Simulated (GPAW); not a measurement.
# Sb (I4/mcm) in GPAW: single point with PBEsol

Aim: the single point of Sb with PBEsol.

All numbers are computed with GPAW 26.7.0; they aren't measurements. Logs are shortened: lines on timing, memory, paths and dates and some standing lists are left out, and cuts for length are marked. The log counts tension as positive stress, the text compression.

### 1 Starting point

It takes space group I4/mcm (No. 140, tetragonal). The conventional cell has a = 8.060 Å, b = 8.060 Å, c = 4.051 Å, α = 90.00°, β = 90.00°, γ = 90.00°. Sb (site symmetry m2m) has 7 Sb at 3.03 to 3.45 Å as nearest neighbours.

This isn't the form of Sb at room conditions, which is rhombohedral.

### 2 Single point, PBEsol

The input, run.py:

```python
from ase import Atoms
from ase.dft.bandgap import bandgap
from ase.io import write
from ase.units import GPa
from gpaw import GPAW, PW, setup_paths

setup_paths.insert(0, '.')

atoms = Atoms(['Sb', 'Sb', 'Sb', 'Sb'],
              cell=[[-4.0300106443, 4.0300106443, 2.0254867038],
                    [4.0300106443, -4.0300106443, 2.0254867038],
                    [4.0300106443, 4.0300106443, -2.0254867038]],
              scaled_positions=[[0.65126306, 0.15126306, 0.80252612],
                                [0.15126306, 0.34873694, 0.5],
                                [0.34873694, 0.84873694, 0.19747388],
                                [0.84873694, 0.65126306, 0.5]],
              pbc=True)

calc = GPAW(mode=PW(450),
            xc='PBEsol',
            kpts={'size': (6, 6, 6), 'gamma': True},
            occupations={'name': 'fermi-dirac', 'width': 0.05},
            nbands=46,
            maxiter=120,
            txt='gpaw.txt')
atoms.calc = calc
energy = atoms.get_potential_energy()
forces = atoms.get_forces()
stress = atoms.get_stress()
calc.write('gs.gpw')
write('result.traj', atoms)
print(f'Energy: {energy:.6f} eV')
print('Forces (eV/A):')
print(forces.round(4))
print('Stress (GPa):', (stress / GPa).round(3))
print('Fermi level:', round(calc.get_fermi_level(), 4), 'eV')
print(f'Gap: {bandgap(calc)[0]:.4f} eV, direct: {bandgap(calc, direct=True)[0]:.4f} eV')
```

Potentials or basis: PAW data sets generated in the run's folder for this functional, pw.

Command:

```
$ gpaw-setup -f PBEsol Sb
$ OMP_NUM_THREADS=1 python run.py
```

gpaw.txt:

```text
__  _  _
 | _ |_)|_||  |
 |__||  | ||/\| - 26.7.0

Input parameters:
  mode=PW(ecut=450.00000000000006),
  kpts=MonkhorstPack(size=(6, 6, 6), gamma=True),
  maxiter=120,
  nbands=46,
  occupations=Occupations(name='fermi-dirac', width=0.05),
  xc=XC(name='PBEsol')

Diagonalizing LCAO Hamiltonian
Converting LCAO to pw mode

         Sb
           Sb
           Sb
             Sb

Atoms  # Å, Bohr magnetons
|   | symbol |        x |         y |         z |    initial magnetic moments |
|---|--------|----------|-----------|-----------|-----------------------------|
| 0 |     Sb | 1.219183 |  5.249194 | -0.000000 | ( 0.0000,  0.0000,  0.0000) |
| 1 |     Sb | 2.810827 |  1.219183 |  0.000000 | ( 0.0000,  0.0000,  0.0000) |
| 2 |     Sb | 2.810827 | -1.219183 |  2.025487 | ( 0.0000,  0.0000,  0.0000) |
| 3 |     Sb | 1.219183 |  2.810827 |  2.025487 | ( 0.0000,  0.0000,  0.0000) |

Unit cell  # Å
| periodic |         x |         y |         z |  lengths |     angles |
|----------|-----------|-----------|-----------|----------|------------|
|      yes | -4.030011 |  4.030011 |  2.025487 | 6.048518 |  96.438697 |
|      yes |  4.030011 | -4.030011 |  2.025487 | 6.048518 |  96.438697 |
|      yes |  4.030011 |  4.030011 | -2.025487 | 6.048518 | 140.870341 |

Number of symmetries: 8
Symmetry operations  # r_c * U_cc + t_c -> r_c
|   | kind |            matrix            |
|---|------|------------------------------|
| 0 |  C4  |  1, 1, 1,  0, 0,-1, -1, 0, 0 |
| 1 |  E   |  1, 0, 0,  0, 1, 0,  0, 0, 1 |
| 2 |  C2  |  0, 1, 0,  1, 0, 0, -1,-1,-1 |
| 3 |  S4  |  0, 0, 1, -1,-1,-1,  0, 1, 0 |
| 4 |  C4  |  0, 0,-1,  1, 1, 1,  0,-1, 0 |
| 5 |  σ   |  0,-1, 0, -1, 0, 0,  1, 1, 1 |
| 6 |  i   | -1, 0, 0,  0,-1, 0,  0, 0,-1 |
| 7 |  S4  | -1,-1,-1,  0, 0, 1,  1, 0, 0 |

BZ-sampling:
  Number of BZ points: 216
  Number of IBZ points: 36

  Monkhorst-Pack size: [6, 6, 6]
  Monkhorst-Pack shift: [0.08333333333333333, 0.08333333333333333, 0.08333333333333333]

K-points  # in reciprocal-cell coordinates
|     |                                coordinates |     weight |
|-----|--------------------------------------------|------------|
|   0 | (  0.00000000,   0.00000000,   0.00000000) | 0.00462963 |
|   1 | (  0.16666667,  -0.16666667,   0.00000000) | 0.01851852 |
|   2 | (  0.16666667,  -0.16666667,   0.16666667) | 0.01851852 |
|   3 | (  0.16666667,   0.00000000,   0.00000000) | 0.03703704 |
|   4 | (  0.16666667,   0.16666667,  -0.16666667) | 0.00925926 |
|   5 | (  0.33333333,  -0.33333333,  -0.16666667) | 0.01851852 |
|   6 | (  0.33333333,  -0.33333333,   0.00000000) | 0.01851852 |
|   7 | (  0.33333333,  -0.33333333,   0.16666667) | 0.01851852 |
|   8 | (  0.33333333,  -0.33333333,   0.33333333) | 0.01851852 |
|   9 | (  0.33333333,  -0.16666667,  -0.16666667) | 0.03703704 |
| ... |                                            |            |
|  35 | (  0.50000000,   0.50000000,   0.50000000) | 0.00462963 |

Plane wave coefficients: 2872
Cutoff: 450.00000000000006 eV

Spin-components: 1 (collinear spins)
Bands:           46
Projectors:      24
Spin-degeneracy: 2
Datatype:        complex128

Parallelization:
  kpt:    1
  domain: 1
  band:   1

Density:
  Valence electrons: 60.0
  Components: 1
  Grid points: [30 30 30]
  Charge: 0.0  # |e|

Potential:
  Grid points: [30 30 30]

species:
  Sb:
    name:    Antimony
    Z:       51.0
    valence: 15
    core:    36
    charge:  0.0  # [|e|]
    compensation charges:
      type: gauss
      rc: 0.36  # [Å]
      lmax: 2
    cutoffs:
      filter: 2.23  # [Å]
      core: 2.23  # [Å]
    projectors
    | kind |    occ | energy [eV] | rcut [Å] |
    |------|--------|-------------|----------|
    |   5s |  2.000 |     -12.861 |    1.154 |
    |   5p |  3.000 |      -4.846 |    1.233 |
    |   4d | 10.000 |     -33.456 |    1.196 |
    |    s |        |      14.351 |    1.154 |
    |    p |        |      22.365 |    1.233 |
    |    d |        |      -6.245 |    1.196 |

    Using partial waves for Sb as LCAO basis

Reference energy: -704819.133848  # eV

eigensolver:
  PPCG
  Converge bands: occupied
  niter=2

density mixing:
  MSR1-Mixer
  Pratt-step length: 0.05
  Maximum mixing coefficient: 0.75
  Old densities: 10
  SVD Regularization: 0.005
  Good broyden scale: 1.0
  Trust region scale: 1.0
  Backstep threshold: 4.0
  History deletion threshold: 6.0
  Fourier metric: weight=20.0, sigma=0.015

occupation numbers:
  Fermi-Dirac:
    width: 0.0500  # eV

poisson solver:
  ecut: 3600.0000000000005  # eV

xc functional:
  name: PBEsol with 2 nearest neighbor stencil

convergence criteria:
- Maximum [total energy] change in last 3 cyles: 0.0005 eV / valence electron
- Maximum integral of absolute [dens]ity change: 0.0001 electrons / valence electron
- Maximum integral of absolute [eigenst]ate change: 4e-08 eV^2 / valence electron
maximum number of iterations: 120

SCF iterations
|iter     | |      energy | eigst |  dens |
|---------|-|-------------|-------|-------|
|iter:   1| |  -17.845422 | +0.55 |       |
|iter:   2| |  -18.062334 | -1.07 | -1.78 |
|iter:   3| |-33429365.930528 | +7.54 | -1.78 |
|iter:   4| | -306.040707 | +3.52 | +2.28 |
|iter:   5| |  -12.969339 | +2.29 | -0.57 |
|iter:   6| |  -17.793060 | +0.44 | -1.61 |
|iter:   7| |  -18.075959 | -0.88 | -2.00 |
|iter:   8| |  -18.038792 | -2.07 | -1.96 |
|iter:   9| |  -18.041468 | -2.64 | -2.20 |
|iter:  10| |  -18.035930c| -3.33 | -2.28 |
|iter:  11| |  -18.031882c| -3.91 | -2.46 |
|iter:  12| |  -18.031704c| -4.36 | -3.02 |
|iter:  13| |  -18.031735c| -5.32 | -3.64 |
|iter:  14| |  -18.031729c| -6.63 | -4.32c|
|iter:  15| |  -18.031728c| -7.54c| -4.93c|

Converged in 15 steps
Energy contributions relative to reference atoms: (reference = -704819.133848)

Energy contributions:
  Kinetic:          -1.167015
  Coulomb:          -1.166848
  Zero:              0.730704
  External:          0.000000
  Xc:              -16.412407
  Entropy:          -0.032323
  Spinorbit:         0.000000
  ----------------------------
  Free energy:     -18.047890
  Extrapolated:    -18.031728

dipole moment: (-0.000002, -0.000002, -0.000001)  # |e|*Ang

Fermi level: 5.711
Eigenvalues  # (at kpt = [0.000, 0.000, 0.000])
| band index |      eig [eV] | occ [0-2] |
|------------|---------------|-----------|
|          0 |       -23.460 |     2.000 |
|        ... |               |           |
|         24 |         0.861 |     2.000 |
|         25 |         4.087 |     2.000 |
|         26 |         4.515 |     2.000 |
|         27 |         4.515 |     2.000 |
|         28 |         4.632 |     2.000 |
|         29 |         4.716 |     2.000 |
[... 8 lines left out ...]
|         38 |        12.746 |     0.000 |
|         39 |        12.746 |     0.000 |
|        ... |               |           |
|         45 |        16.265 |     0.000 |

No gap
No difference between direct/indirect transitions

Forces  # eV/Ang
|        x |        y |        z |
|----------|----------|----------|
| -0.06914 | -0.06913 |  0.00000 |  # Sb   0
|  0.06913 | -0.06914 | -0.00000 |  # Sb   1
|  0.06914 |  0.06913 |  0.00000 |  # Sb   2
| -0.06913 |  0.06914 | -0.00000 |  # Sb   3

Stress tensor  # eV/Ang^3
|        x |         y |         z |
|----------|-----------|-----------|
| 0.014099 |  0.000000 |  0.000000 |
| 0.000000 |  0.014099 | -0.000000 |
| 0.000000 | -0.000000 |  0.012974 |

# Writing to gs.gpw (mode='')
```

Wall time 3.1 min (1 thread of Arm Neoverse V1, shared host); peak memory 0.25 GiB.

What came out:

```
Free energy            : -18.0479 eV
Pressure               : -2.2 GPa
Largest force          : 0.098 eV/Å
Band gap on the k mesh : none (metal or under the smearing width)
```

Forces in eV/Å, atoms in the order of the input:
```
Sb  -0.069 -0.069  0.000
Sb   0.069 -0.069  0.000
Sb   0.069  0.069  0.000
Sb  -0.069  0.069  0.000
```

Stress tensor (GPa, compression positive):
```
-2.26  0.00  0.00
 0.00 -2.26  0.00
 0.00  0.00 -2.08
```

Levels at points of the mesh, in eV from the Fermi level:
```
           k point  band 27  band 28  band 29  band 30  band 31  band 32  band 33  band 34
(0.00, 0.00, 0.00)    -1.20    -1.20    -1.08    -1.00    -1.00    -0.43     2.54     2.54
(0.50, 0.00, 0.50)    -2.32    -2.32    -1.15    -1.15    -0.51    -0.51     2.56     2.56
(0.50, 0.50, 0.00)    -2.38    -2.28    -1.03     0.09     0.16     1.94     1.97     2.87
(0.50, 0.50, 0.50)    -1.39    -1.39     0.06     0.72     1.72     1.91     1.91     1.99
```

Caveat: the cutoff is short for stress and forces, so pressures can be off by a GPa or more; the program warned that so skewed a cell can give wrong results.
